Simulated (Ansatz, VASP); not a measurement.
**Two plane-wave programs on AlP**

```
Al P
1.0
     0.00000    2.64182    2.64182
     2.64182    0.00000    2.64182
     2.64182    2.64182    0.00000
Al P
1 1
Direct
  0.00000 0.00000 0.00000
  0.75000 0.75000 0.75000
```

Alike in both runs: functional LDA; k mesh 10 × 10 × 10; no spin polarisation.

Ansatz relaxed the structure, and its values are those at the end. VASP's run is a single point on that final structure, the one shown.

```csv
,VASP,Ansatz
version,VASP 6.6.1,Ansatz 0.2.0
potentials or method,"VASP PAW LDA potentials, release 64 (Al, P)","scalar-relativistic, plane waves, PAW"
plane-wave cutoff (eV),520,420
occupations,"gaussian, width 0.01 eV",fixed
valence electrons in the cell,8,8
```

```csv
,VASP,Ansatz,Ansatz less VASP
gap on the k mesh at the Fermi level (eV),1.24,1.24,+0.007
least direct gap on the mesh (eV),3.56,3.57,+0.001
pressure (GPa),9.1,9.0,-0.09
```

A k mesh can miss the band edges.
